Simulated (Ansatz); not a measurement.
Write the native input for Ansatz 0.2.0 that does the following.

| Item | Value |
| --- | --- |
| Task | Born charges |
| Functional | PBE |
| Potentials or basis | Ansatz PAW |
| Cutoff | 420 eV (not typed: the program's choice for these potentials) |
| k mesh | 8 × 8 × 8 |
| Occupations | fixed |
| Spin | no spin polarisation |

Crystal: SnSe.

```
Sn Se
1.0
     0.00000    3.01000    3.01000
     3.01000    0.00000    3.01000
     3.01000    3.01000    0.00000
Sn Se
1 1
Direct
  0.00000 0.00000 0.00000
  0.50000 0.50000 0.50000
```

Measurements of this composition are mostly on another form, of space group No. 62.

One way to write it, as run:

input.yaml

```yaml
crystal:
  lattice:
    - [0.0, 3.01, 3.01]
    - [3.01, 0.0, 3.01]
    - [3.01, 3.01, 0.0]
  atoms:
    - { symbol: Sn, position: [0.0, 0.0, 0.0] }
    - { symbol: Se, position: [0.5, 0.5, 0.5] }
hamiltonian:
  xc: pbe
  pseudopotentials: { kind: paw }
kpoints:
  mp_grid: { grid: [8, 8, 8] }
scf:
  occupations: { method: fixed }
output:
  eigenvalues: true
dielectric:
  method: response
```

Potentials or basis: Ansatz PAW.

The run is started by

```console
$ ansatz run input.yaml --threads 2 --pin off --max-ram 5632MiB --backend cpu --events-out ev --progress --plain --runs-dir out
```

Results of the run:

```json
{
 "Band gap on the k mesh": "0.58 eV, direct"
}
```

Caveat: spin-orbit coupling is left out, which moves the levels of the heavy elements.

Run time: 61 s on 2 threads of Intel(R) Xeon(R) 6975P-C (Granite Rapids) (shared host), peak memory 1.9 GiB.
